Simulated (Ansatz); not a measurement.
A (111) slab of HfN (Fm-3m (No. 225)), 11 planes, outer planes N (top) and N (bottom), with 11 atoms (Hf5N6) in a surface cell of A = 8.956 Å², as cut from the bulk:

```xyz
11
Lattice="3.2158 0.0000 0.0000 -1.6079 2.7849 0.0000 0.0000 0.0000 28.1283" Properties=species:S:1:pos:R:3 pbc="T T T"
N     0.0000    1.8566    7.5000
Hf    1.6079    0.9283    8.8128
N     0.0000    0.0000   10.1257
Hf    0.0000    1.8566   11.4385
N     1.6079    0.9283   12.7513
Hf    0.0000    0.0000   14.0642
N     0.0000    1.8566   15.3770
Hf    1.6079    0.9283   16.6898
N     0.0000    0.0000   18.0027
Hf    0.0000    1.8566   19.3155
N     1.6079    0.9283   20.6283
```

All numbers below come from DFT PBE, scalar-relativistic, plane waves, PAW (Ansatz). Plane waves to 420 eV, a k mesh through Γ of 12×12×1 on the computed 11-atom cell and Gaussian smearing (0.10 eV); no spin polarisation.

The relaxed slab holds 5 formula units of HfN and 1 further N. Against those formula units in the bulk and the further N in its standard state it lies 0.146 eV higher. The formation energy of HfN from the standard states is -3.314 eV a formula unit (uncorrected, no zero-point or thermal terms).

Problem. Over what range can the chemical potential of N vary, and what is the surface energy at both ends?

Solution. In contact with the bulk, μ(N) + μ(Hf) is fixed. With Δμ counted from the standard states, Δμ(N) ≤ 0 keeps elemental N from forming, and Δμ(Hf) ≤ 0 requires Δμ(N) ≥ ΔH = -3.314 eV. Other compounds of N and Hf can narrow this range. Then γ, the mean of both faces, = [0.146 eV − 1.00·Δμ(N)]/(2A). At the N-rich end (Δμ = 0): 0.146/(2 × 8.956) × 16.02 = 0.13 J/m². At the N-poor end: (0.146 + 3.314)/(2 × 8.956) × 16.02 = 3.09 J/m².

Problem. How does its energy depend on growth conditions?

Solution. It carries an excess of N, so its energy falls by 0.89 J/m² for each eV that μ(N) rises: N-rich conditions lower it; whether it appears depends on the other terminations.

Spin polarisation was left out, and a magnetic state may lie lower.